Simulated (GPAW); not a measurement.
Runs of GPAW 26.7.0 on Ge. It takes space group I4_1/amd (No. 141, tetragonal). Conventional cell: a = 5.149 Å, b = 5.149 Å, c = 2.795 Å, α = 90.00°, β = 90.00°, γ = 90.00°. Around Ge (site symmetry -4m2) lie 6 Ge at 2.67 to 2.79 Å. This isn't the form of Ge at room conditions, which is diamond.

```csv
task,level,potentials or basis,cell,k mesh,cutoff (eV),maxiter,optimizer,fmax,max steps,band path,grid spacing,other keys,gap on the mesh (eV),pressure (GPa),relaxed volume (Å³/atom)
relaxation of cell and atoms,revPBE+D4,"the program's PAW data sets (release 1.2.1) made for this functional, pw",relaxed,8 × 8 × 8,600,150,BFGS,0.02 eV/Å,60,-,-,-,none,0.0,(a)
single point,PBE,"GPAW PAW data sets (gpaw-data 1.2.1), pw",as given,14 × 14 × 14,600,50,-,-,-,-,-,"several, not listed",none,2.9,-
relaxation of cell and atoms,RPBE,"the program's PAW data sets (release 1.2.1) made for this functional, pw",relaxed to -2 GPa,8 × 8 × 8,600,150,LBFGS,0.05 eV/Å,60,-,-,-,none,-2.1,-
relaxation of cell and atoms,LDA,"the program's PAW data sets (release 1.2.1) made for this functional, pw",relaxed,8 × 8 × 8,600,150,LBFGS,0.02 eV/Å,100,-,-,-,none,0.0,17.95
```

Alike in all rows: no spin polarisation; smearing fermi-dirac 0.05 eV.

Task: Estimate the missing entries.

Result: (a) 18.29.

Caveats: later steps reuse the first step's grids (some runs); pairwise dispersion overbinds metals, which lowers pressure and volume (some runs).

A k mesh can miss the band edges, and the runs leave out spin-orbit coupling on Ge.

A gap of «none» marks a metal or a gap under the smearing width.
